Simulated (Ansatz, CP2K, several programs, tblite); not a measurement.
Energy against volume for FeS₂ (Pnnm) from a database structure, at fixed shape and fractional coordinates, computed by several methods (PBE and r2SCAN, where shown, with plane waves in Ansatz); the cell shown is that of r2SCAN. With free coordinates or axes held, a curve is too stiff, and on another method's shape its minimum isn't the method's own volume. Space group Pnnm (No. 58), orthorhombic; conventional cell a = 4.431 Å, b = 5.401 Å, c = 3.379 Å, 13.48 Å³ an atom. Fe has 6 S at 2.23–2.25 Å; S has 1 S at 2.22 Å and 3 Fe at 2.23–2.25 Å. Calculated for a static, non-magnetic cell. Energies count from each curve's lowest point; fits are third-order Birch-Murnaghan.

```
CELL_PARAMETERS angstrom
4.43081 0.00000 0.00000
0.00000 5.40056 0.00000
0.00000 0.00000 3.37924
ATOMIC_POSITIONS crystal
Fe 0.50000 0.50000 0.50000
Fe 0.00000 0.00000 0.00000
S 0.29905 0.87784 0.50000
S 0.70095 0.12216 0.50000
S 0.20095 0.37784 0.00000
S 0.79905 0.62216 0.00000
```

**Question.** PBE/SZV (CP2K), on the shape of the cell shown, gives
```csv
V (Å³/atom),E (meV/atom)
11.860,438.43
12.668,206.71
13.477,72.63
14.285,10.62
15.094,0.00
```
What equilibrium volume and bulk modulus follow?

**Answer.** V₀ = 14.88 Å³ an atom and B₀ = 150 GPa. The lowest point lies at an end of the range, so the fit is barely bracketed.

light PBE (260 eV and a coarse mesh), on the shape of the cell shown:
```
V (Å³/atom)  E (meV/atom)
     12.399         83.89
     12.938         57.20
     13.477          0.00
     14.016         12.40
     14.555         37.01
     15.094         39.64
```
The points scatter about the fit by more than 0.3 meV an atom, since at so low a cutoff the number of plane waves jumps with the volume, so no fit is quoted.

PBE, on the shape of its own relaxed cell:
```tsv
V (Å³/atom)	E (meV/atom)
12.751	26.01
13.158	6.12
13.565	0.00
13.972	5.48
14.379	20.74
```
V₀ = 13.56 Å³ an atom and B₀ = 152 GPa.

**Question.** GFN1-xTB (tblite), on the shape of the cell shown, as a cluster of 72 atoms at the zone centre, gives
```tsv
V (Å³/atom)	E (meV/atom)
11.860	62.25
12.668	4.87
13.477	0.00
14.285	32.04
15.094	90.51
```
What equilibrium volume and bulk modulus follow?

**Answer.** V₀ = 13.15 Å³ an atom and B₀ = 136 GPa.

PBE/DZVP (CP2K), on the shape of the cell shown:

| V (Å³/atom) | E (meV/atom) |
| --- | --- |
| 11.860 | 138.62 |
| 12.668 | 34.83 |
| 13.477 | 0.00 |
| 14.285 | 14.92 |
| 15.094 | 64.25 |

V₀ = 13.60 Å³ an atom and B₀ = 154 GPa.
